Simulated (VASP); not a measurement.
Here is a VASP 6.6.1 calculation.

The input INCAR:

```
SYSTEM = ZnCu
  PREC = Accurate
  ENCUT = 520
  EDIFF = 1E-6
  ISMEAR = 0
  SIGMA = 0.1
  LREAL = .False.
  LASPH = .True.
  NELM = 80
  ALGO = Normal
  ISIF = 2
  LWAVE = .False.
  LCHARG = .False.
  GGA = PE
  NBANDS = 18
```

The input KPOINTS:

```
regular mesh
0
Gamma
  6 6 6
  0 0 0
```

POSCAR

```
ZnCu
1.0
    2.9205539200      0.0000000000      0.0000000000
    0.0000000000      2.9205539200      0.0000000000
    0.0000000000      0.0000000000      2.9205539200
Zn Cu
1 1
Direct
    0.5000000000      0.5000000000      0.5000000000
    0.0000000000      0.0000000000      0.0000000000
```

Potentials or basis: VASP PAW PBE potentials, release 64 (Zn, Cu).

The run is started by

```sh
$ cat potpaw_PBE.64/Zn/POTCAR potpaw_PBE.64/Cu/POTCAR > POTCAR
$ mpirun -np 1 vasp_std > vasp.out
```

Predict the pressure.

6.7 GPa.

Estimate the band gap on the k mesh.

none (metal or under the smearing width).
